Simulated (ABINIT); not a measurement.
Crystal: TePb.

```
Pb Te
1.0
     4.00229    0.00000    0.00000
     0.00000    4.00229    0.00000
     0.00000    0.00000    4.00229
Pb Te
1 1
Direct
  0.00000 0.00000 0.00000
  0.50000 0.50000 0.50000
```

Measurements of this composition are mostly on another form, of space group No. 225.

Base run:

| Quantity | Value |
| --- | --- |
| Program | ABINIT 10.8.3 (patched build) |
| Functional | BLYP |
| Potentials or basis | JTH PAW PBE v2.0 |
| Cutoff | 599 eV |
| k mesh | 7 × 7 × 7 |
| Occupations | fermi-dirac, width 0.05 eV |
| Spin | spin-orbit coupling, no magnetisation |

Its results: band gap on the k mesh none (metal or under the smearing width); pressure 3.7 GPa.

The run is repeated on the same cell with these changes: functional from BLYP to BP86; spin from spin-orbit coupling, no magnetisation to no spin polarisation. What comes out?

Band gap on the k mesh none (metal or under the smearing width); pressure 0.5 GPa.

Several settings changed at once, so the effect can't be laid on one alone.

Caveats: the PAW data sets were made with another functional, which shifts forces and pressure a little; spin-orbit coupling is left out, which moves the levels of the heavy elements (some runs).
